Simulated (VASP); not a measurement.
# Fe (Im-3m) in VASP: notebook, part 2 of 2

VASP 6.6.1. The steps go on from the part before.

## 4. Relaxation of cell and atoms, RPBE, collinear spin, ferromagnetic start

Input file INCAR:

```
SYSTEM = Fe
  ALGO = Normal
  AMIX = 0.2
  AMIX_MAG = 0.8
  BMIX = 1E-4
  BMIX_MAG = 1E-4
  EDIFF = 1E-6
  EDIFFG = -0.01
  ENCUT = 600
  GGA = RP
  IBRION = 2
  ISIF = 3
  ISMEAR = 1
  ISPIN = 2
  LASPH = .TRUE.
  LCHARG = .FALSE.
  LMAXMIX = 4
  LORBIT = 11
  LREAL = .FALSE.
  LWAVE = .FALSE.
  MAGMOM = 4
  NELM = 150
  NSW = 90
  PREC = Accurate
  SIGMA = 0.1
```

Input file KPOINTS:

```
k-points
0
G
  18 18 18
  0 0 0
```

Input file POSCAR:

```
Fe
1.0
   -1.4430000000      1.4430000000      1.4430000000
    1.4430000000     -1.4430000000      1.4430000000
    1.4430000000      1.4430000000     -1.4430000000
Fe
1
Direct
    0.0000000000      0.0000000000      0.0000000000
```

Potentials or basis: VASP PAW PBE potentials, release 64 (Fe).

On the command line:

```
$ cat potpaw_PBE.64/Fe/POTCAR > POTCAR
$ mpirun -np 1 vasp_std > vasp.out
```

OUTCAR:

```text
SYSTEM = Fe
   AMIX = 0.2
   AMIX_MAG = 0.8
   EDIFF = 1E-6
   EDIFFG = -0.01
   ENCUT = 600
   GGA = RP
   IBRION = 2
   ISIF = 3
   ISMEAR = 1
   ISPIN = 2
   LASPH = .TRUE.
   LORBIT = 11
   LREAL = .FALSE.
   NELM = 150
   NSW = 90
   PREC = Accurate

 ion  position               nearest neighbor table
   1  0.000  0.000  0.000-

  LATTYP: Found a body centered cubic cell.
 ALAT       =     2.8860000000

  Lattice vectors:

 A1 = (  -1.4430000000,   1.4430000000,   1.4430000000)
 A2 = (   1.4430000000,  -1.4430000000,   1.4430000000)
 A3 = (   1.4430000000,   1.4430000000,  -1.4430000000)

Analysis of symmetry for initial positions (statically):
=====================================================================
 Subroutine PRICEL returns:
 Original cell was already a primitive cell.

 Routine SETGRP: Setting up the symmetry group for a
 body centered cubic supercell.

[... 272 lines left out ...]
      1      -2.5671      1.00000
      2       3.3827      1.00000
      3       3.3827      1.00000
      4       3.3827      1.00000
      5       4.5217      1.00000
      6       4.5217      1.00000
      7      30.3975      0.00000
      8      30.3975      0.00000
      9      30.3975      0.00000
     10      35.3008      0.00000
[... 287 lines left out ...]
 k-point    24 :       0.3889    0.1111   -0.0000
  band No.  band energies     occupation
      1       1.1235      1.00000
      2       2.4244      1.00000
      3       4.0426      1.00000
      4       4.5636      1.00000
      5       5.1424      1.00000
      6       7.3051     -0.00000
      7      13.6081      0.00000
      8      21.6252      0.00000
      9      24.8874      0.00000
     10      30.1904      0.00000

 [... further k-points ...]

 spin component 2

 k-point     1 :       0.0000    0.0000    0.0000
  band No.  band energies     occupation
      1      -2.4711      1.00000
      2       5.3895      1.00474
      3       5.3897      1.00477
      4       5.3897      1.00477
      5       7.4048     -0.00000
      6       7.4049     -0.00000
      7      30.0260      0.00000
      8      30.0260      0.00000
      9      30.0260      0.00000
     10      35.3915      0.00000
[... 327 lines left out ...]
  FREE ENERGIE OF THE ION-ELECTRON SYSTEM (eV)
  ---------------------------------------------------
  free  energy   TOTEN  =        -7.7577860118 eV

  energy  without entropy=       -7.7578087459  energy(sigma->0) =       -7.75779359

 reached required accuracy - stopping structural energy minimisation

 total charge

# of ion       s       p       d       tot
------------------------------------------
    1        0.474   0.516   6.214   7.204

 magnetization (x)

# of ion       s       p       d       tot
------------------------------------------
    1       -0.016  -0.064   2.324   2.244
```

OSZICAR:

```text
N       E                     dE             d eps       ncg     rms          rms(c)
DAV:   1     0.229482215732E+02    0.22948E+02   -0.47941E+03  8008   0.118E+03
[... 26 lines left out ...]
DAV:   2    -0.776011904629E+01    0.19325E-01   -0.70745E-02  8540   0.365E+00    0.539E-01
DAV:   3    -0.775835581433E+01    0.17632E-02   -0.71968E-03  8722   0.108E+00    0.219E-01
DAV:   4    -0.775805180240E+01    0.30401E-03   -0.92671E-05  8088   0.879E-02    0.119E-01
DAV:   5    -0.775777968778E+01    0.27211E-03   -0.38504E-04  8464   0.303E-01    0.183E-02
DAV:   6    -0.775778363956E+01   -0.39518E-05   -0.50690E-06  8422   0.184E-02    0.127E-02
DAV:   7    -0.775778501769E+01   -0.13781E-05   -0.23830E-06  6946   0.119E-02    0.549E-03
DAV:   8    -0.775778601180E+01   -0.99411E-06   -0.22183E-07  3922   0.414E-03
   3 F= -.77577860E+01 E0= -.77577936E+01  d E =-.402864E-02  mag=     2.2355
```

CONTCAR:

```text
Fe
   1.00000000000000
    -1.4299705545827470    1.4299705545827470    1.4299705545827470
     1.4299705545827470   -1.4299705545827470    1.4299705545827470
     1.4299705545827470    1.4299705545827470   -1.4299705545827470
  Fe
     1
Direct
     0.0000000000000000    0.0000000000000000    0.0000000000000000

  0.00000000E+00  0.00000000E+00  0.00000000E+00
```

Wall time 42 s (1 thread of Intel Xeon 6975P-C (Granite Rapids), shared host); peak memory 0.17 GiB.

What came out:

```yaml
Free_energy: -7.7578 eV
Relaxed_volume: 11.70 Å³/atom
Relaxed_cell: a = 2.477 Å, b = 2.477 Å, c = 2.477 Å, α = 109.47°, β = 109.47°, γ = 109.47°
Space_group_after_relaxing_to_0.05_Å: Im-3m (No. 229)
Energy_gained_by_relaxing: 4.0 meV/atom
Ionic_steps: 3
Pressure_after_relaxing: 0.0 GPa
Band_gap_on_the_k_mesh: none (metal or under the smearing width)
Net_moment: 2.24 μB per cell
Site_moments: Fe +2.24 μB
Valence_electrons_inside_the_program's_atomic_spheres: Fe 7.20
```

Step by step:
```csv
step,energy change (eV),largest force (eV/Å),pressure (GPa),volume (Å³)
1,0.0000,0.0000,-3.93,12.02
2,-0.0028,0.0000,1.58,11.51
3,-0.0040,0.0000,-0.02,11.70
```

Final structure:
```
CELL_PARAMETERS angstrom
-1.42997 1.42997 1.42997
1.42997 -1.42997 1.42997
1.42997 1.42997 -1.42997
ATOMIC_POSITIONS crystal
Fe 0.00000 0.00000 0.00000
```

Levels at points of the mesh, in eV from the Fermi level:
Spin up:
```tsv
k point	band 3	band 4	band 5	band 6	band 7	band 8
(0.00, 0.00, 0.00)	-2.22	-2.22	-1.08	-1.08	24.79	24.79
(0.50, 0.00, 0.00)	-1.02	-0.91	0.33	0.61	7.16	18.19
(0.50, 0.50, 0.50)	0.08	0.08	0.08	9.83	9.83	9.83
```
Spin down:
| k point | band 1 | band 2 | band 3 | band 4 | band 5 | band 6 | band 7 | band 8 |
| --- | --- | --- | --- | --- | --- | --- | --- | --- |
| (0.00, 0.00, 0.00) | -8.08 | -0.22 | -0.22 | -0.22 | 1.80 | 1.80 | 24.42 | 24.42 |
| (0.50, 0.00, 0.00) | -3.41 | -1.46 | 0.63 | 1.65 | 2.05 | 2.66 | 8.55 | 18.15 |
| (0.50, 0.50, 0.50) | -2.75 | -2.75 | 2.37 | 2.37 | 2.37 | 10.04 | 10.04 | 10.04 |

Caveat: the PAW data sets were made with another functional, which shifts forces and pressure a little.

## 5. Relaxation of cell and atoms, RPBE, collinear spin, ferromagnetic start

This run uses another cell than the first one, of 11.70 Å³/atom, 0.973 times its volume.

INCAR: that of step 4 with these lines changed.

```diff
@@ -6,4 +6,4 @@
   BMIX_MAG = 1E-4
-  EDIFF = 1E-6
-  EDIFFG = -0.01
+  EDIFF = 1E-7
+  EDIFFG = -0.005
   ENCUT = 600
```

KPOINTS is that of step 4.

Input file POSCAR:

```
Fe                                      
1.0
   -1.4299705546      1.4299705546      1.4299705546
    1.4299705546     -1.4299705546      1.4299705546
    1.4299705546      1.4299705546     -1.4299705546
  Fe            
     1
Direct
     0.0000000000000000    0.0000000000000000    0.0000000000000000
```

Potentials or basis: VASP PAW PBE potentials, release 64 (Fe).

On the command line:

```
$ cat potpaw_PBE.64/Fe/POTCAR > POTCAR
$ mpirun -np 1 vasp_std > vasp.out
```

OUTCAR:

```text
SYSTEM = Fe
   AMIX = 0.2
   AMIX_MAG = 0.8
   EDIFF = 1E-7
   EDIFFG = -0.005
   ENCUT = 600
   GGA = RP
   IBRION = 2
   ISIF = 3
   ISMEAR = 1
   ISPIN = 2
   LASPH = .TRUE.
   LORBIT = 11
   LREAL = .FALSE.
   NELM = 150
   NSW = 90
   PREC = Accurate

 ion  position               nearest neighbor table
   1  0.000  0.000  0.000-

  LATTYP: Found a body centered cubic cell.
 ALAT       =     2.8599411092

  Lattice vectors:

 A1 = (  -1.4299705546,   1.4299705546,   1.4299705546)
 A2 = (   1.4299705546,  -1.4299705546,   1.4299705546)
 A3 = (   1.4299705546,   1.4299705546,  -1.4299705546)

Analysis of symmetry for initial positions (statically):
=====================================================================
 Subroutine PRICEL returns:
 Original cell was already a primitive cell.

 Routine SETGRP: Setting up the symmetry group for a
 body centered cubic supercell.

 Subroutine GETGRP returns: Found 48 space group operations
 (whereof 48 operations were pure point group operations)
 out of a pool of 48 trial point group operations.

The static configuration has the point symmetry O_h .

Analysis of symmetry for dynamics (positions and initial velocities):
=====================================================================
 Subroutine PRICEL returns:
 Original cell was already a primitive cell.

 Routine SETGRP: Setting up the symmetry group for a
 body centered cubic supercell.
[... 236 lines left out ...]

 number of electron       7.9999999 magnetization       2.2343610

 Free energy of the ion-electron system (eV)
  ---------------------------------------------------
  ext. energy  EPLUGINS =         0.00000000
  ---------------------------------------------------
  free energy    TOTEN  =        -7.75766410 eV

  energy without entropy =       -7.75767377  energy(sigma->0) =       -7.75766733

 E-fermi :   5.6088     XC(G=0): -12.8623

 val. band max:        5.6082220569   @ k =  -0.4444  -0.4444   0.1667
 cond. band min:       5.6090716239   @ k =  -0.4444   0.4444   0.3889
 fundamental gap:      0.0008495670
 Fermi energy:         5.6087612135

 spin component 1

 k-point     1 :       0.0000    0.0000    0.0000
  band No.  band energies     occupation
      1      -2.5653      1.00000
      2       3.3862      1.00000
      3       3.3862      1.00000
      4       3.3862      1.00000
      5       4.5256      1.00000
      6       4.5256      1.00000
      7      30.4054      0.00000
      8      30.4054      0.00000
      9      30.4054      0.00000
     10      35.3111      0.00000
[... 287 lines left out ...]
 k-point    24 :       0.3889    0.1111   -0.0000
  band No.  band energies     occupation
      1       1.1258      1.00000
      2       2.4273      1.00000
      3       4.0462      1.00000
      4       4.5676      1.00000
      5       5.1468      1.00000
      6       7.3102     -0.00000
      7      13.6155      0.00000
      8      21.6333      0.00000
      9      24.8966      0.00000
     10      30.2002      0.00000

 [... further k-points ...]

 spin component 2

 k-point     1 :       0.0000    0.0000    0.0000
  band No.  band energies     occupation
      1      -2.4697      1.00000
      2       5.3916      1.00442
      3       5.3917      1.00444
      4       5.3918      1.00444
      5       7.4081     -0.00000
      6       7.4083     -0.00000
      7      30.0336      0.00000
      8      30.0336      0.00000
      9      30.0336      0.00000
     10      35.4015      0.00000
[... 327 lines left out ...]
  FREE ENERGIE OF THE ION-ELECTRON SYSTEM (eV)
  ---------------------------------------------------
  free  energy   TOTEN  =        -7.7576641045 eV

  energy  without entropy=       -7.7576737685  energy(sigma->0) =       -7.75766733

 reached required accuracy - stopping structural energy minimisation

 total charge

# of ion       s       p       d       tot
------------------------------------------
    1        0.474   0.516   6.214   7.204

 magnetization (x)

# of ion       s       p       d       tot
------------------------------------------
    1       -0.016  -0.064   2.322   2.243
```

OSZICAR:

```text
N       E                     dE             d eps       ncg     rms          rms(c)
DAV:   1     0.226821697337E+02    0.22682E+02   -0.47750E+03  8048   0.119E+03
DAV:   2    -0.749775319284E+01   -0.30180E+02   -0.27753E+02  7854   0.141E+02
[... 23 lines left out ...]
DAV:   1    -0.775769710522E+01   -0.34561E-04   -0.62793E-04  8428   0.417E-01    0.568E-02
DAV:   2    -0.775766893137E+01    0.28174E-04   -0.97793E-05  8542   0.136E-01    0.211E-02
DAV:   3    -0.775766533518E+01    0.35962E-05   -0.14885E-05  8580   0.498E-02    0.833E-03
DAV:   4    -0.775766475968E+01    0.57550E-06   -0.13821E-07  6300   0.354E-03    0.450E-03
DAV:   5    -0.775766409230E+01    0.66738E-06   -0.51215E-07  8390   0.107E-02    0.605E-04
DAV:   6    -0.775766410450E+01   -0.12197E-07   -0.48010E-09  3912   0.716E-04
   3 F= -.77576641E+01 E0= -.77576673E+01  d E =-.751111E-06  mag=     2.2344
```

CONTCAR:

```text
Fe
   1.00000000000000
    -1.4297866490547861    1.4297866490547861    1.4297866490547861
     1.4297866490547861   -1.4297866490547861    1.4297866490547861
     1.4297866490547861    1.4297866490547861   -1.4297866490547861
  Fe
     1
Direct
     0.0000000000000000    0.0000000000000000    0.0000000000000000

  0.00000000E+00  0.00000000E+00  0.00000000E+00
```

Wall time 38 s (1 thread of Intel Xeon 6975P-C (Granite Rapids), shared host); peak memory 0.17 GiB.

What came out:

```
Free energy                                           : -7.7577 eV
Relaxed volume                                        : 11.69 Å³/atom
Relaxed cell                                          : a = 2.476 Å, b = 2.476 Å, c = 2.476 Å, α = 109.47°, β = 109.47°, γ = 109.47°
Space group after relaxing (to 0.05 Å)                : Im-3m (No. 229)
Energy gained by relaxing                             : 0.0 meV/atom
Ionic steps                                           : 3
Pressure after relaxing                               : 0.0 GPa
Band gap on the k mesh                                : none (metal or under the smearing width)
Net moment                                            : 2.23 μB per cell
Site moments                                          : Fe +2.24 μB
Valence electrons inside the program's atomic spheres : Fe 7.20
```

Final structure:
```
Fe
1.0
    -1.42979    1.42979    1.42979
     1.42979   -1.42979    1.42979
     1.42979    1.42979   -1.42979
Fe
1
Direct
  0.00000 0.00000 0.00000
```

Caveat: the PAW data sets were made with another functional, which shifts forces and pressure a little.
